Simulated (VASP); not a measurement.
# BaTiO3 (Pm-3m) in VASP: a series of runs

Runs on BaTiO3. Level: PBE. Tasks: single point.

Everything below comes from runs of VASP 6.6.1. Logs are shortened: lines on timing, memory, paths and dates and some standing lists are left out, and cuts for length are marked.

## (1) The undisturbed crystal

Symmetry: Pm-3m, No. 221, cubic system. Conventional cell: a = 4.006 Å, b = 4.006 Å, c = 4.006 Å, α = 90.00°, β = 90.00°, γ = 90.00°. Around Ba (site symmetry m-3m) lie 12 O at 2.83 Å. Ti (site symmetry m-3m) has 6 O at 2.00 Å as nearest neighbours. O (site symmetry 4/mmm) has 2 Ti at 2.00 Å as nearest neighbours.

## (2) Single point, PBE

Contents of INCAR:

```
PREC = Accurate
ENCUT = 400
EDIFF = 1E-7
ISMEAR = 0
SIGMA = 0.05
LREAL = False
LASPH = True
NELM = 100
ALGO = Normal
ISIF = 2
LWAVE = False
LCHARG = False
GGA = PE
ADDGRID = False
```

Contents of KPOINTS:

```
Automatic mesh
0
Gamma
  6 6 6
```

Contents of POSCAR:

```
BaTiO3
1.0
    4.0060000000      0.0000000000      0.0000000000
    0.0000000000      4.0060000000      0.0000000000
    0.0000000000      0.0000000000      4.0060000000
Ba Ti O
1 1 3
Direct
    0.4701120000      0.5031600000      0.5056990000
   -0.0202070000      0.0016430000     -0.0204470000
   -0.0270160000     -0.0188640000      0.5097340000
   -0.0003670000      0.4971430000     -0.0056670000
    0.4958670000     -0.0087980000      0.0064420000
```

Potentials or basis: VASP PAW PBE potentials, release 64 (Ba_sv, Ti_sv, O).

Launch:

```bash
cat potpaw_PBE.64/Ba_sv/POTCAR potpaw_PBE.64/Ti_sv/POTCAR potpaw_PBE.64/O/POTCAR > POTCAR
mpirun -np 1 vasp_std > vasp.out
```

OUTCAR:

```text
PREC = Accurate
   ENCUT = 400
   EDIFF = 1E-7
   ISMEAR = 0
   LREAL = False
   LASPH = True
   NELM = 100
   ISIF = 2
   GGA = PE

 Found    112 irreducible k-points:

 Following reciprocal coordinates:
            Coordinates               Weight
  0.000000  0.000000  0.000000      1.000000
  0.166667  0.000000  0.000000      2.000000
  0.000000  0.166667  0.000000      2.000000
  0.000000  0.000000  0.166667      2.000000
  0.333333  0.000000  0.000000      2.000000
  0.000000  0.333333  0.000000      2.000000
   k-points           NKPTS =    112   k-points in BZ     NKDIM =    112   number of bands    NBANDS=     24
   number of dos      NEDOS =    301   number of ions     NIONS =      5
   total plane-waves  NPLWV =  21952
   dimension x,y,z NGX =    28 NGY =   28 NGZ =   28
   dimension x,y,z NGXF=    56 NGYF=   56 NGZF=   56
   ions per type =               1   1   3
   NGX,Y,Z   is equivalent  to a cutoff of  11.62, 11.62, 11.62 a.u.
   NGXF,Y,Z  is equivalent  to a cutoff of  23.24, 23.24, 23.24 a.u.
 SYSTEM =  unknown system
   PREC   = accura    normal or accurate (medium, high low for compatibility)
   ISTART =      0    job   : 0-new  1-cont  2-samecut
   ICHARG =      2    charge: 1-file 2-atom 10-const
   ISPIN  =      1    spin polarized calculation?
   LNONCOLLINEAR =      F non collinear calculations
   LSORBIT =      F    spin-orbit coupling
   LASPH  =      T    aspherical Exc in radial PAW
   ENCUT  =  400.0 eV  29.40 Ry    5.42 a.u.   6.53  6.53  6.53*2*pi/ulx,y,z
   NELM   =    100;   NELMIN=  2; NELMDL= -5     # of ELM steps
   EDIFF  = 0.1E-06   stopping-criterion for ELM
   LREAL  =      F    real-space projection
   EDIFFG = 0.1E-05   stopping-criterion for IOM
   NSW    =      0    number of steps for IOM
   IBRION =     -1    ionic relax: 0-MD 1-quasi-New 2-CG
   NFREE  =      0    steps in history (QN), initial steepest desc. (CG)
   ISIF   =      2    stress and relaxation
   ISYM   =      2    0-nonsym 1-usesym 2-fastsym
   POTIM  = 0.5000    time-step for ionic-motion
   TEBEG  =    0.0;   TEEND  =   0.0 temperature during run
   PSTRESS=    0.0 pullay stress
   NELECT =      40.0000    total number of electrons
   NUPDOWN=      -1.0000    fix difference up-down
   EMIN   =  10.00;   EMAX   =-10.00  energy-range for DOS
   EFERMI =   0.00;   METHOD = LEGACY
   ISMEAR =     0;   SIGMA  =   0.05  broadening in eV -4-tet -1-fermi 0-gaus
   EFERMI_NEDOS =   21; number of points for ismear=-14 and -15
   IALGO  =     38    algorithm
   IMIX   =      4    mixing-type and parameters
     AMIX     =   0.40;   BMIX     =  1.00
     AMIX_MAG =   1.60;   BMIX_MAG =  1.00
  volume/ion in A,a.u.               =      12.86        86.77
  Fermi-wavevector in a.u.,A,eV,Ry     =   1.397603  2.641087 26.576187  1.953295
  Thomas-Fermi vector in A             =   2.520843
   LORBIT       =      0    0 simple, 1 ext, 2 COOP (PROOUT), +10 PAW based schemes
   GGA     = PE    functional components
   LHFCALC =     F    Hartree Fock is set to
   AEXX    =    0.0000 exact exchange contribution
   IVDW    =     0    specifies the selected vdW correction
   LEPSILON=     F    determine dielectric tensor
   LRPA    =     F    only Hartree local field effects (RPA)
 non-spin polarized calculation
 Gauss-broadening in eV      SIGMA  =   0.05
  energy-cutoff  :      400.00
  volume of cell :       64.29
 maximum number of plane-waves:      1189
 NGX is ok and might be reduce to    28
   NGX = 13   NGY = 13   NGZ = 13

 number of electron      39.9999995 magnetization

 Free energy of the ion-electron system (eV)
  ---------------------------------------------------
  ext. energy  EPLUGINS =         0.00000000
  ---------------------------------------------------
  free energy    TOTEN  =       -39.97219046 eV

  energy without entropy =      -39.97219046  energy(sigma->0) =      -39.97219046

 E-fermi :   4.1751     XC(G=0): -11.2353

 val. band max:        3.8229094859   @ k =   0.5000   0.5000   0.5000
 cond. band min:       5.7210761220   @ k =   0.0000   0.0000   0.0000
 fundamental gap:      1.8981666361
 Fermi energy:         4.1751431003

 k-point     1 :       0.0000    0.0000    0.0000
  band No.  band energies     occupation
      1     -52.7319      2.00000
      2     -28.9882      2.00000
      3     -28.9605      2.00000
      4     -28.9528      2.00000
      5     -21.0130      2.00000
      6     -13.0832      2.00000
      7     -12.4421      2.00000
      8     -12.3784      2.00000
      9      -6.1914      2.00000
     10      -6.1839      2.00000
     11      -6.1818      2.00000
     12       1.4807      2.00000
     13       1.5029      2.00000
     14       1.5060      2.00000
     15       2.5641      2.00000
     16       2.5879      2.00000
     17       2.6946      2.00000
     18       3.4768      2.00000
     19       3.4883      2.00000
     20       3.5281      2.00000
     21       5.7211      0.00000
     22       5.8510      0.00000
     23       5.8846      0.00000
     24       7.8401      0.00000

 k-point     2 :       0.1667    0.0000    0.0000
  band No.  band energies     occupation
      1     -52.7315      2.00000
      2     -28.9878      2.00000
      3     -28.9735      2.00000
      4     -28.9523      2.00000
      5     -20.9838      2.00000
      6     -13.1125      2.00000
      7     -12.4280      2.00000
      8     -12.3473      2.00000
      9      -6.1565      2.00000
     10      -6.1444      2.00000
     11      -6.0734      2.00000
     12       1.0641      2.00000
     13       1.4121      2.00000
     14       1.4208      2.00000
     15       2.2690      2.00000
     16       2.3395      2.00000
     17       2.5001      2.00000
     18       2.9589      2.00000
     19       3.3277      2.00000
     20       3.4141      2.00000
     21       5.8411      0.00000
     22       6.2046      0.00000
     23       6.2500      0.00000
     24       7.8997      0.00000

 k-point     3 :       0.0000    0.1667    0.0000
  band No.  band energies     occupation
      1     -52.7315      2.00000
      2     -28.9877      2.00000
      3     -28.9659      2.00000
      4     -28.9600      2.00000
      5     -20.9840      2.00000
      6     -13.1120      2.00000
      7     -12.4224      2.00000
      8     -12.3514      2.00000
      9      -6.1485      2.00000
     10      -6.1422      2.00000
     11      -6.0850      2.00000
     12       1.0791      2.00000
     13       1.4034      2.00000
     14       1.4215      2.00000
     15       2.2024      2.00000
     16       2.3618      2.00000
     17       2.5466      2.00000
     18       2.9321      2.00000
     19       3.3182      2.00000
     20       3.4233      2.00000
     21       5.8793      0.00000
     22       6.1700      0.00000
     23       6.2494      0.00000
     24       7.9274      0.00000

 k-point     4 :       0.0000    0.0000    0.1667
  band No.  band energies     occupation
      1     -52.7315      2.00000
      2     -29.0013      2.00000
      3     -28.9600      2.00000
      4     -28.9523      2.00000
      5     -20.9838      2.00000
      6     -13.0901      2.00000
      7     -12.4337      2.00000
      8     -12.3649      2.00000
      9      -6.1539      2.00000
     10      -6.1488      2.00000
     11      -6.0719      2.00000
     12       1.0357      2.00000
     13       1.4202      2.00000
     14       1.4314      2.00000
     15       2.2393      2.00000
     16       2.3325      2.00000
     17       2.5396      2.00000
     18       2.9832      2.00000
     19       3.3547      2.00000
     20       3.3752      2.00000
     21       5.7765      0.00000
     22       6.2411      0.00000
     23       6.3042      0.00000
     24       7.8424      0.00000

 k-point     5 :       0.3333    0.0000    0.0000
  band No.  band energies     occupation
      1     -52.7310      2.00000
      2     -28.9996      2.00000
      3     -28.9865      2.00000
      4     -28.9513      2.00000
      5     -20.9245      2.00000
      6     -13.2429      2.00000
      7     -12.3994      2.00000
      8     -12.1998      2.00000
      9      -6.0728      2.00000
     10      -6.0615      2.00000
     11      -5.8718      2.00000
     12       0.2438      2.00000
     13       1.1520      2.00000
     14       1.1902      2.00000
     15       1.8277      2.00000
     16       2.0524      2.00000
     17       2.1514      2.00000
     18       2.2849      2.00000
     19       3.0731      2.00000
     20       3.1222      2.00000
     21       5.9238      0.00000
     22       6.9707      0.00000
     23       7.0291      0.00000
     24       7.8973      0.00000

 k-point     6 :       0.0000    0.3333    0.0000
  band No.  band energies     occupation
      1     -52.7310      2.00000
      2     -28.9918      2.00000
      3     -28.9867      2.00000
      4     -28.9590      2.00000
      5     -20.9250      2.00000
      6     -13.2400      2.00000
      7     -12.3968      2.00000
      8     -12.1999      2.00000
      9      -6.0629      2.00000
     10      -6.0588      2.00000
     11      -5.8885      2.00000
     12       0.2540      2.00000
     13       1.1670      2.00000
     14       1.1754      2.00000
     15       1.7337      2.00000
     16       2.0436      2.00000
     17       2.1991      2.00000
     18       2.3328      2.00000
     19       3.0105      2.00000
     20       3.1428      2.00000
     21       5.9534      0.00000
     22       6.9578      0.00000
     23       7.0149      0.00000
     24       7.9221      0.00000

 [... further k-points ...]

------------------------ aborting loop because EDIFF is reached ----------------------------------------

  FORCE on cell =-STRESS in cart. coord.  units (eV):
  Direction    XX          YY          ZZ          XY          YZ          ZX
  --------------------------------------------------------------------------------------
  -------------------------------------------------------------------------------------
  Total       -0.1042691     -0.3604881      0.5119173     -0.0873825     -0.1115630     -0.1471105
  in kB       -2.5985625     -8.9839787     12.7578530     -2.1777219     -2.7803410     -3.6662452
  external PRESSURE =       0.3917706 kB  Pullay stress =       0.0000000 kB

 VOLUME and BASIS-vectors are now :
 -----------------------------------------------------------------------------
  energy-cutoff  :      400.00
  volume of cell :       64.29
      direct lattice vectors                 reciprocal lattice vectors
     4.006000000  0.000000000  0.000000000     0.249625562  0.000000000  0.000000000
     0.000000000  4.006000000  0.000000000     0.000000000  0.249625562  0.000000000
     0.000000000  0.000000000  4.006000000     0.000000000  0.000000000  0.249625562

 POSITION                                       TOTAL-FORCE (eV/Angst)
 -----------------------------------------------------------------------------------
      1.88327      2.01566      2.02583         0.391113     -0.185642     -0.390642
      3.92505      0.00658      3.92409        -0.387942      0.026648      0.085724
      3.89777      3.93043      2.04199         0.355970      0.406181      0.058836
      4.00453      1.99155      3.98330        -0.182159     -0.454010      0.247313
      1.98644      3.97076      0.02581        -0.176982      0.206823     -0.001231
 -----------------------------------------------------------------------------------
    total drift:                               -0.000007      0.000306      0.000518

  FREE ENERGIE OF THE ION-ELECTRON SYSTEM (eV)
  ---------------------------------------------------
  free  energy   TOTEN  =       -39.9721904644 eV

  energy  without entropy=      -39.9721904644  energy(sigma->0) =      -39.97219046
```

Run time: 61 s. Hardware: 1 thread of Intel Xeon Platinum 8559C (Emerald Rapids), shared host; peak memory 0.24 GiB.

The run converged, but some of its settings lie outside the range that counts as converged, so its numbers aren't taken as properties of the crystal.

Results:

* Free energy: -39.9722 eV
* Largest force: 0.583 eV/Å
* Band gap on the k mesh: 1.90 eV, indirect (least direct gap 2.19 eV)

Caveat: the cutoff is under 1.25 times the usual one of these potentials, so pressure, stress and relaxed cells hold a basis-set (Pulay) error; spin-orbit coupling is left out, which moves the levels of the heavy elements.

## (3) Single point, PBE

INCAR, as its differences from that of step 2:

```diff
@@ -1,3 +1,3 @@
 PREC = Accurate
-ENCUT = 400
+ENCUT = 460
 EDIFF = 1E-7
```

KPOINTS is that of step 2.

POSCAR is that of step 2.

Potentials or basis: VASP PAW PBE potentials, release 64 (Ba_sv, Ti_sv, O).

Launch:

```bash
cat potpaw_PBE.64/Ba_sv/POTCAR potpaw_PBE.64/Ti_sv/POTCAR potpaw_PBE.64/O/POTCAR > POTCAR
mpirun -np 1 vasp_std > vasp.out
```

Wall time 70 s (1 thread of Intel Xeon Platinum 8559C (Emerald Rapids), shared host); peak memory 0.27 GiB.

These settings aren't checked as converged: the numbers below hold their error.

Results:

- Free energy: -39.9346 eV
- Pressure: 4.1 GPa
- Largest force: 0.584 eV/Å
- Band gap on the k mesh: 1.90 eV, indirect (least direct gap 2.19 eV)

Caveat: the cutoff is under 1.25 times the usual one of these potentials, so pressure, stress and relaxed cells hold a basis-set (Pulay) error; spin-orbit coupling is left out, which moves the levels of the heavy elements.
